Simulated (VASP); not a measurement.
# VASP 6.6.1 run: Mg$_{2}$Si

INCAR

```
LASPH = .TRUE.
SIGMA = 0.2
ENCUT = 520
NBANDS = 16
NSW = 0
IBRION = -1
LREAL = .FALSE.
ISIF = 2
PREC = Accurate
NELECT = 7.9
LWAVE = .FALSE.
EDIFF = 1E-7
LCHARG = .FALSE.
ISMEAR = 1
GGA = PE
NELM = 89
```

KPOINTS

```
KPOINTS created by Atomic Simulation Environment
0
Gamma
8 8 8
0 0 0
```

POSCAR

```
Si Mg
 1.0000000000000000
     0.0000000000000000    3.2006528173000000    3.2006528173000000
     3.2006528173000000    0.0000000000000000    3.2006528173000000
     3.2006528173000000    3.2006528173000000    0.0000000000000000
 Si  Mg
   1   2
Cartesian
  0.0000000000000000  0.0000000000000000  0.0000000000000000
  1.6003264086500000  1.6003264086500000  1.6003264086500000
  4.8009792259499999  4.8009792259499999  4.8009792259499999
```

The recommended PBE PAW datasets give the neutral cell 8 valence electrons.

Command

```
mpirun -np 1 vasp_std
```

OSZICAR

```
N       E                     dE             d eps       ncg     rms          rms(c)
DAV:   1     0.382375196029E+01    0.38238E+01   -0.22246E+03   928   0.310E+02
DAV:   2    -0.922178105897E+01   -0.13046E+02   -0.12298E+02  1224   0.577E+01
DAV:   3    -0.972010610782E+01   -0.49833E+00   -0.49352E+00  1224   0.797E+00
DAV:   4    -0.972331265637E+01   -0.32065E-02   -0.32063E-02  1120   0.815E-01
DAV:   5    -0.972334773359E+01   -0.35077E-04   -0.35077E-04  1280   0.845E-02    0.333E+00
DAV:   6    -0.930326069982E+01    0.42009E+00   -0.67341E-01  1128   0.209E+00    0.182E+00
DAV:   7    -0.924271816803E+01    0.60543E-01   -0.29188E-01  1200   0.147E+00    0.833E-01
DAV:   8    -0.924319852151E+01   -0.48035E-03   -0.15739E-02  1048   0.435E-01    0.276E-01
DAV:   9    -0.924282197927E+01    0.37654E-03   -0.11008E-03  1136   0.992E-02    0.123E-01
DAV:  10    -0.924290060607E+01   -0.78627E-04   -0.18659E-04  1096   0.452E-02    0.562E-02
DAV:  11    -0.924289116484E+01    0.94412E-05   -0.14163E-05  1136   0.109E-02    0.231E-02
DAV:  12    -0.924289000048E+01    0.11644E-05   -0.78141E-06  1104   0.807E-03    0.387E-03
DAV:  13    -0.924288991004E+01    0.90448E-07   -0.27174E-07  1168   0.197E-03
   1 F= -.92428899E+01 E0= -.92432073E+01  d E =0.952085E-03
```

From OUTCAR

```
k-points           NKPTS =     29   k-points in BZ     NKDIM =     29   number of bands    NBANDS=     16

   NELECT =       7.9000    total number of electrons

   dimension x,y,z NGX =    36 NGY =   36 NGZ =   36
   dimension x,y,z NGXF=    72 NGYF=   72 NGZF=   72

  energy-cutoff  :      520.00
  volume of cell :       65.58
      direct lattice vectors                 reciprocal lattice vectors
     0.000000000  3.200652817  3.200652817    -0.156218131  0.156218131  0.156218131
     3.200652817  0.000000000  3.200652817     0.156218131 -0.156218131  0.156218131
     3.200652817  3.200652817  0.000000000     0.156218131  0.156218131 -0.156218131

 k-points in reciprocal lattice and weights: KPOINTS created by Atomic Simulation Env
   0.00000000  0.00000000  0.00000000       0.002
   0.12500000  0.00000000  0.00000000       0.016
   0.25000000  0.00000000  0.00000000       0.016
   0.37500000  0.00000000  0.00000000       0.016
   0.50000000  0.00000000  0.00000000       0.008
   0.12500000  0.12500000  0.00000000       0.012
   0.25000000  0.12500000  0.00000000       0.047
   0.37500000  0.12500000  0.00000000       0.047
   ...

 E-fermi :   3.2084

 k-point     1 :       0.0000    0.0000    0.0000
  band No.  band energies     occupation
      1      -5.5596      2.00000
      2       3.4371     -0.06866
      3       3.4371     -0.06866
      4       3.4371     -0.06866
      5       5.1977     -0.00000
      6       6.0139     -0.00000
      7       6.0139     -0.00000
      8       6.0139     -0.00000
      9       9.0939      0.00000
     10       9.0939      0.00000
     11       9.7381      0.00000
     12      10.7121      0.00000
     13      10.7121      0.00000
     14      10.7121      0.00000
     15      14.5405      0.00000
     16      20.1735      0.00000

 k-point     2 :       0.1250    0.0000    0.0000
  band No.  band energies     occupation
      1      -5.4236      2.00000
      2       2.3040      2.00000
      3       3.2871      0.38760
      4       3.2871      0.38760
      5       5.4212     -0.00000
      6       6.2800     -0.00000
      7       6.2800     -0.00000
      8       6.6595     -0.00000
      9       8.5091      0.00000
     10       8.5091      0.00000
     11      10.1155      0.00000
     12      10.6785      0.00000
     13      11.8045      0.00000
     14      11.8045      0.00000
     15      15.3344      0.00000
     16      18.7161      0.00000

 k-point     3 :       0.2500    0.0000    0.0000
  band No.  band energies     occupation
      1      -5.0375      2.00000
      2       0.7017      2.00000
      3       3.0172      2.03986
      4       3.0172      2.03986
      5       5.0429     -0.00000
      6       6.4657     -0.00000
      7       6.4657     -0.00000
      8       8.1835      0.00000
      9       8.4836      0.00000
     10       8.4836      0.00000
     11       9.5669      0.00000
     12      12.5111      0.00000
     13      13.7702      0.00000
     14      13.7702      0.00000
     15      16.1438      0.00000
     16      16.1438      0.00000

 ...

  Total       -1.0266225     -1.0266225     -1.0266225      0.0000000      0.0000000      0.0000000
  in kB      -25.0827795    -25.0827795    -25.0827795      0.0000000      0.0000000      0.0000000
  external PRESSURE =     -25.0827795 kB  Pullay stress =       0.0000000 kB

 POSITION                                       TOTAL-FORCE (eV/Angst)
 -----------------------------------------------------------------------------------
      0.00000      0.00000      0.00000         0.000000     -0.000000     -0.000000
      1.60033      1.60033      1.60033        -0.000000     -0.000000     -0.000000
      4.80098      4.80098      4.80098         0.000000      0.000000      0.000000
 -----------------------------------------------------------------------------------
    total drift:                               -0.000000     -0.000000     -0.000000

  FREE ENERGIE OF THE ION-ELECTRON SYSTEM (eV)
  ---------------------------------------------------
  free  energy   TOTEN  =        -9.2428899100 eV

  energy  without entropy=       -9.2438419948  energy(sigma->0) =       -9.24320727
```

It converged. Results: pressure -2.5 GPa.

The cell is charged and sits in a uniform background.

For comparison, a separate PBE run of the intended cell, on usual settings and not on those above, gives a gap of 0.24 eV on its mesh and a pressure of -1.0 GPa.

The run above took about 25 s on one core of a shared host (Intel Xeon Platinum 8488C) and held 0.2 GiB at most.
